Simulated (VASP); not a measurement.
# MgO: kinetic-energy density

MgO, Fm-3m (no. 225), 2 atoms in the cell. PBE; PAW potentials Mg, O (PBE set).

## Input

INCAR:
```
SYSTEM = MgO
PREC = Accurate
ENCUT = 520
EDIFF = 1E-7
ISMEAR = 0
SIGMA = 0.02
LREAL = .FALSE.
LASPH = .TRUE.
ALGO = Normal
NELM = 100
ISIF = 2
LWAVE = .FALSE.
LCHARG = .TRUE.
LTAU = .TRUE.
```

KPOINTS:
```
k-points
0
Gamma
  9 9 9
```

POSCAR:
```
MgO
1.0
    0.0000000000      2.0970013927      2.0970013927
    2.0970013927      0.0000000000      2.0970013927
    2.0970013927      2.0970013927      0.0000000000
Mg O
1 1
Direct
    0.0000000000      0.0000000000      0.0000000000
    0.5000000000      0.5000000000      0.5000000000
```

Commands:
```
cat potpaw_PBE.64/Mg/POTCAR potpaw_PBE.64/O/POTCAR > POTCAR
mpirun -np 1 vasp_std > vasp.out
```

## Result

- Kinetic energy of the pseudo orbitals (eV): 213.32

VASP 6.6.1 took 7.8 s on 1 core (Intel Xeon Platinum 8559C (Emerald Rapids)), a shared host.
